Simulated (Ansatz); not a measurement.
# GaSb (I-4m2) in Ansatz: further runs

Runs on GaSb. Level: PBEsol. Tasks: single point, equation of state.

Everything below comes from runs of Ansatz 0.2.0. Logs are shortened: lines on timing, memory, paths and dates and some standing lists are left out, and cuts for length are marked.

### 1 Starting point

Symmetry: I-4m2, No. 119, tetragonal system. Conventional cell: a = 5.507 Å, b = 5.507 Å, c = 3.181 Å, α = 90.00°, β = 90.00°, γ = 90.00°. Sb (site symmetry -4m2) has 4 Ga at 2.87 Å and 2 Sb at 3.18 Å as nearest neighbours. Ga (site symmetry -4m2) is surrounded by 4 Sb at 2.87 Å and 2 Ga at 3.18 Å.

Measurements of this composition are mostly on another form, of space group No. 216.

### 2 Single point, PBEsol, 22.67 Å³/atom (volume scaled by 0.94)

Contents of input.yaml:

```yaml
crystal:
  lattice:
    - [-2.6972256977, 2.6972256977, 1.5582344802]
    - [2.6972256977, -2.6972256977, 1.5582344802]
    - [2.6972256977, 2.6972256977, -1.5582344802]
  atoms:
    - { symbol: Sb, position: [0.0, 0.0, 0.0] }
    - { symbol: Ga, position: [0.75, 0.25, 0.5] }
kpoints:
  mp_grid: { grid: [10, 10, 10] }
scf:
  occupations: { method: fermi_dirac, width: 0.05 }
hamiltonian:
  xc: pbesol
  pseudopotentials: { kind: all_electron, lapw: { basis_error: 0.001 } }
output:
  forces: true
  stress: true
  eigenvalues: true
```

Potentials or basis: all-electron LAPW, scalar-relativistic.

Started as:

```sh
> ansatz run input.yaml --threads 1 --pin off --max-ram 3072MiB --backend cpu --events-out ev --progress --plain --runs-dir out
```

The program printed:

```text
Warning: RAYON_NUM_THREADS=1 ignored (pool sized by the plan → 1); use --threads N
LAPW: plane waves up to 7.944 Å⁻¹, error target 1.0e-3 eV per atom; small_component_spin mean_spin; Ga in spheres of 1.378 Å, 21 of its electrons in bands, Dirac shells []; Sb in spheres of 1.430 Å, 23 of its electrons in bands, Dirac shells [] (how accurate: hamiltonian.pseudopotentials.lapw.basis_error, Limitations)
Engine: ansatz 0.2.0, aarch64-unknown-linux-gnu
Pseudopotentials: kind: all_electron
Pseudopotential: Sb, LAPW, valence charge 23, lapw/all_electron/scalar/gaussian/Sb, Koelling and Harmon's equation, gaussian nucleus
Pseudopotential: Ga, LAPW, valence charge 21, lapw/all_electron/scalar/gaussian/Ga, Koelling and Harmon's equation, gaussian nucleus
Functional definition: PBEsol
  exchange = pbesol_x
  correlation = pbesol_c
Crystal: 2 atoms, lattice volume = 45.345 Å³
Basis set: ecut = 240.4294860831713 eV, 383 PW (Γ), FFT grids on a1+a2, a2, a3, exchange–correlation at level 2
Bands: 27, of which v1, the nominal top of the filled ones, is band 22 counted from 1 (21 counted from 0)
Symmetry: 8 space group operations
Space group: I-4m2 (ITA 119), of the structure as read, at distance tolerance 3.6e-5 Å
k-points: 102 of 1000 (time reversal used)
Non-local potential: Sb, projectors of the file, none
Non-local potential: Ga, projectors of the file, none
Initial density: superposition of atomic densities (chi_scale 0.1, normalization cell, long waves kept (reshape's long-wave potential 0.00 eV rms))
Initial wavefunctions: plane waves of lowest kinetic energy (no species holds an atomic orbital)
Functional: x = pbesol(κ = 0.804, μ = 0.12345679012345678), c = pbesol(β = 0.046)
iter 1 solved again at ethr=1.13e-4 eV; its pass at ethr=1.00e-1 eV (dr2=4.97e-2 eV) is discarded
SCF iter   1: F=—  HF=-229151.880176 eV  |F-HF|=—  |Δ(HF+E_count)|=         —  Δρ=1.27e-2  dr2=5.00e-2  ethr=1.13e-4  ⟨swp⟩=3.0  Hψ=18521  notcnv=0
preconditioner: auto → Kerker (q_TF=auto, 2.715 Å⁻¹)  [metal: Δε(μ)=0.037 eV  Ē_g=21.774 eV  σ=0.050 eV  W_gap=0.18  n_scr=16 (ndim 8)  ℏωp=29.2 eV  f_vac=0.000  D(μ)=0.63/eV (n_scr^D=0)]
SCF iter   2: F=—  HF=-229151.846567 eV  |F-HF|=—  |Δ(HF+E_count)|=   3.36e-2  Δρ=8.24e-3  dr2=2.43e-2  ethr=1.13e-4  ⟨swp⟩=2.0  Hψ=8343  notcnv=0
SCF iter   3: F=—  HF=-229151.840832 eV  |F-HF|=—  |Δ(HF+E_count)|=   5.74e-3  Δρ=5.35e-3  dr2=1.07e-2  ethr=5.51e-5  ⟨swp⟩=2.0  Hψ=7923  notcnv=0
SCF iter   4: F=—  HF=-229151.839218 eV  |F-HF|=—  |Δ(HF+E_count)|=   1.61e-3  Δρ=1.97e-3  dr2=1.84e-3  ethr=2.43e-5  ⟨swp⟩=2.0  Hψ=7926  notcnv=0
SCF iter   5: F=—  HF=-229151.839040 eV  |F-HF|=—  |Δ(HF+E_count)|=   1.77e-4  Δρ=6.02e-4  dr2=1.93e-4  ethr=4.17e-6  ⟨swp⟩=2.0  Hψ=7923  notcnv=0
iter 6 solved again at ethr=3.56e-8 eV; its pass at ethr=4.39e-7 eV (dr2=1.56e-5 eV) is discarded
SCF iter   6: F=—  HF=-229151.838953 eV  |F-HF|=—  |Δ(HF+E_count)|=   8.74e-5  Δρ=1.82e-4  dr2=1.56e-5  ethr=3.56e-8  ⟨swp⟩=2.0  Hψ=13554  notcnv=0
SCF iter   7: F=—  HF=-229151.838954 eV  |F-HF|=—  |Δ(HF+E_count)|=   1.02e-6  Δρ=6.07e-5  dr2=2.02e-6  ethr=3.55e-8  ⟨swp⟩=2.0  Hψ=7924  notcnv=0
SCF iter   8: F=-229151.838954 eV  HF=-229151.838954 eV  |F-HF|=2.97e-8  |Δ(HF+E_count)|=   5.62e-7  Δρ=1.29e-5  dr2=8.97e-8  ethr=4.60e-9  ⟨swp⟩=2.0  Hψ=7924  notcnv=0
SCF 1 converged in 8 iterations: F = -229151.838954 eV  dr2 = 8.97e-8
SCF converged after 8 iterations
Free energy (F): -229151.838954 eV
Harris-Foulkes:  -229151.838954 eV  (|F-HF|=2.97e-8)
Internal energy: -229151.833712 eV  (E = F + TS)
E sigma→0 (E₀):  -229151.836333 eV
Entropy (-TS):   -0.005242 eV (-2.621 meV/atom)
Fermi energy:    13.348419 eV
--- Per-component energies (eV) ---
  E_band       = -1614.424789
  E_kinetic    = 239670.589811
  E_xc         = -6585.710885
  E_electrostatic = -462236.712638  (all electrons and nuclei)
  E_smearing   = -0.005242  (= −TS)
  E_closure    = 0.000000  (closes the sum)
  E_atoms      = -229143.970572  (free atoms, spherical and without spin; not in F)
  Σ components = -229151.838954   (vs F -229151.838954, Δ=0.00e0)
  Basis errors (estimates in eV, not in F): energy 3.7e-4 per atom: plane waves 3.3e-4 (1.8e-4 summed), levels above the bands 1.3e-66, relativity 6.9e-9, radial functions 3.8e-5, core shells 7.4e-9; eigenvalues (radial functions only) 3.5e-6; not estimated: angular momenta, meshes, grids; target (lapw.basis_error) 1.0e-3; muffin-tin radii Ga 1.378 Å, Sb 1.430 Å
--- Forces (eV/Å), atoms counted from 1 ---
  atom   1  Sb    -0.00000000     0.00000000     0.00000000
  atom   2  Ga     0.00000000     0.00000000     0.00000000
  max |Σ_I F_I| component: 1.73e-18 eV/Å
--- Stress (GPa, compression-positive) ---
        0.929866       0.000000       0.000000
        0.000000       0.929866       0.000000
        0.000000       0.000000      -0.170947
  P = ⅓ Tr σ = 0.5629 GPa (5.629 kbar)
--- Band table (eV; the first three rows and the last of 102) ---
  k-point 0: bands = ["-130.6596", "-130.0690", "-83.7160", "-83.6710", "-83.6710", "-80.9856", "-80.9631", "-80.9631", "-15.7093", "-15.5887", "-15.5887", "-15.5860", "-15.5823", "-1.6194", "-1.5300", "-1.5262", "-1.4886", "-1.4886", "0.9044", "10.5814", "11.3188", "11.3188", "16.6353", "18.6898", "20.7802", "20.7802", "21.2088"]
  k-point 1: bands = ["-130.6596", "-130.0690", "-83.7160", "-83.6710", "-83.6710", "-80.9856", "-80.9631", "-80.9631", "-15.7093", "-15.5887", "-15.5883", "-15.5863", "-15.5814", "-1.6178", "-1.5328", "-1.5249", "-1.4888", "-1.4873", "0.9976", "9.3830", "11.4308", "12.2976", "17.1410", "18.4922", "19.9997", "20.2936", "21.3128"]
  k-point 2: bands = ["-130.6596", "-130.0690", "-83.7160", "-83.6711", "-83.6710", "-80.9856", "-80.9631", "-80.9631", "-15.7093", "-15.5889", "-15.5874", "-15.5870", "-15.5793", "-1.6141", "-1.5401", "-1.5216", "-1.4894", "-1.4843", "1.2728", "7.8800", "11.7608", "13.2414", "17.8442", "18.4836", "19.0515", "19.2909", "20.9108"]
  k-point 101: bands = ["-130.6596", "-130.0690", "-83.7160", "-83.6711", "-83.6711", "-80.9856", "-80.9631", "-80.9631", "-15.7094", "-15.5947", "-15.5850", "-15.5850", "-15.5650", "-1.6405", "-1.6087", "-1.4884", "-1.4807", "-1.4807", "3.8426", "7.2643", "7.9904", "7.9904", "16.9123", "18.3962", "24.3832", "24.3832", "27.1032"]
```

It took 47 s on 1 thread of Arm Neoverse V1, shared host; peak memory 0.41 GiB.

What came out:

* Free energy: -229151.8390 eV
* Pressure: 0.6 GPa
* Band gap on the k mesh: none (metal or under the smearing width)

### 3 Single point, PBEsol, 23.15 Å³/atom (volume scaled by 0.96)

Edit input.yaml of step 2 so:

```diff
@@ -2,5 +2,5 @@
   lattice:
-    - [-2.6972256977, 2.6972256977, 1.5582344802]
-    - [2.6972256977, -2.6972256977, 1.5582344802]
-    - [2.6972256977, 2.6972256977, -1.5582344802]
+    - [-2.7162208707, 2.7162208707, 1.569208324]
+    - [2.7162208707, -2.7162208707, 1.569208324]
+    - [2.7162208707, 2.7162208707, -1.569208324]
   atoms:
```

Potentials or basis: all-electron LAPW, scalar-relativistic.

Started as:

```sh
> ansatz run input.yaml --threads 1 --pin off --max-ram 3072MiB --backend cpu --events-out ev --progress --plain --runs-dir out
```

It took 47 s on 1 thread of Arm Neoverse V1, shared host; peak memory 0.41 GiB.

It converged, with:

```
Free energy            : -229151.8384 eV
Pressure               : -0.7 GPa
Band gap on the k mesh : none (metal or under the smearing width)
```

### 4 Single point, PBEsol, 23.64 Å³/atom (volume scaled by 0.98)

Edit input.yaml of step 3 so:

```diff
@@ -2,5 +2,5 @@
   lattice:
-    - [-2.7162208707, 2.7162208707, 1.569208324]
-    - [2.7162208707, -2.7162208707, 1.569208324]
-    - [2.7162208707, 2.7162208707, -1.569208324]
+    - [-2.7349540204, 2.7349540204, 1.5800307924]
+    - [2.7349540204, -2.7349540204, 1.5800307924]
+    - [2.7349540204, 2.7349540204, -1.5800307924]
   atoms:
```

Started as:

```sh
> ansatz run input.yaml --threads 1 --pin off --max-ram 3072MiB --backend cpu --events-out ev --progress --plain --runs-dir out
```

Run time: 47 s. Hardware: 1 thread of Arm Neoverse V1, shared host; peak memory 0.41 GiB.

Results (log left out):

| Item | Value |
| --- | --- |
| Free energy | -229151.8306 eV |
| Pressure | -1.9 GPa |
| Band gap on the k mesh | none (metal or under the smearing width) |

### 5 Single point, PBEsol, 24.12 Å³/atom

Edit input.yaml of step 4 so:

```diff
@@ -2,5 +2,5 @@
   lattice:
-    - [-2.7349540204, 2.7349540204, 1.5800307924]
-    - [2.7349540204, -2.7349540204, 1.5800307924]
-    - [2.7349540204, 2.7349540204, -1.5800307924]
+    - [-2.753434, 2.753434, 1.590707]
+    - [2.753434, -2.753434, 1.590707]
+    - [2.753434, 2.753434, -1.590707]
   atoms:
```

Started as:

```sh
> ansatz run input.yaml --threads 1 --pin off --max-ram 3072MiB --backend cpu --events-out ev --progress --plain --runs-dir out
```

Run time: 46 s. Hardware: 1 thread of Arm Neoverse V1, shared host; peak memory 0.41 GiB.

It converged, with:

```
Free energy            : -229151.8163 eV
Pressure               : -2.9 GPa
Band gap on the k mesh : none (metal or under the smearing width)
```

### 6 Single point, PBEsol, 24.60 Å³/atom (volume scaled by 1.02)

Edit input.yaml of step 5 so:

```diff
@@ -2,5 +2,5 @@
   lattice:
-    - [-2.753434, 2.753434, 1.590707]
-    - [2.753434, -2.753434, 1.590707]
-    - [2.753434, 2.753434, -1.590707]
+    - [-2.7716691937, 2.7716691937, 1.6012417905]
+    - [2.7716691937, -2.7716691937, 1.6012417905]
+    - [2.7716691937, 2.7716691937, -1.6012417905]
   atoms:
```

Potentials or basis: all-electron LAPW, scalar-relativistic.

Started as:

```sh
> ansatz run input.yaml --threads 1 --pin off --max-ram 3072MiB --backend cpu --events-out ev --progress --plain --runs-dir out
```

It took 47 s on 1 thread of Arm Neoverse V1, shared host; peak memory 0.4 GiB.

Results (log left out):

| Item | Value |
| --- | --- |
| Free energy | -229151.7963 eV |
| Pressure | -3.8 GPa |
| Band gap on the k mesh | none (metal or under the smearing width) |

### 7 Single point, PBEsol, 25.08 Å³/atom (volume scaled by 1.04)

Edit input.yaml of step 6 so:

```diff
@@ -2,5 +2,5 @@
   lattice:
-    - [-2.7716691937, 2.7716691937, 1.6012417905]
-    - [2.7716691937, -2.7716691937, 1.6012417905]
-    - [2.7716691937, 2.7716691937, -1.6012417905]
+    - [-2.7896675499, 2.7896675499, 1.6116397558]
+    - [2.7896675499, -2.7896675499, 1.6116397558]
+    - [2.7896675499, 2.7896675499, -1.6116397558]
   atoms:
```

Started as:

```sh
> ansatz run input.yaml --threads 1 --pin off --max-ram 3072MiB --backend cpu --events-out ev --progress --plain --runs-dir out
```

It took 47 s on 1 thread of Arm Neoverse V1, shared host; peak memory 0.4 GiB.

It converged, with:

| Property | Result |
| --- | --- |
| Free energy | -229151.7712 eV |
| Pressure | -4.6 GPa |
| Band gap on the k mesh | none (metal or under the smearing width) |

### 8 Single point, PBEsol, 25.57 Å³/atom (volume scaled by 1.06)

Edit input.yaml of step 7 so:

```diff
@@ -2,5 +2,5 @@
   lattice:
-    - [-2.7896675499, 2.7896675499, 1.6116397558]
-    - [2.7896675499, -2.7896675499, 1.6116397558]
-    - [2.7896675499, 2.7896675499, -1.6116397558]
+    - [-2.8074366121, 2.8074366121, 1.6219052539]
+    - [2.8074366121, -2.8074366121, 1.6219052539]
+    - [2.8074366121, 2.8074366121, -1.6219052539]
   atoms:
```

Started as:

```sh
> ansatz run input.yaml --threads 1 --pin off --max-ram 3072MiB --backend cpu --events-out ev --progress --plain --runs-dir out
```

It took 46 s on 1 thread of Arm Neoverse V1, shared host; peak memory 0.4 GiB.

The run converged. Its results:

```yaml
Free_energy: -229151.7416 eV
Pressure: -5.3 GPa
Band_gap_on_the_k_mesh: none (metal or under the smearing width)
```

### 9 Equation of state, PBEsol

Potentials or basis: all-electron LAPW, scalar-relativistic.

No new run: the results of the series are fitted here.

What came out:

- Equilibrium volume: 22.88 Å³/atom
- Bulk modulus at fixed shape and positions: 61 GPa
- Pressure derivative of the bulk modulus: 4.7

Energy against volume, from the lowest point:
```csv
volume (Å³/atom),energy (meV/atom)
22.672,0.00
23.155,0.28
23.637,4.19
24.120,11.33
24.602,21.34
25.084,33.89
25.567,48.68
```

Caveat: the cell was scaled at fixed shape and fractional positions, which overstates the stiffness of a crystal with free parameters, most of all of layers and chains.
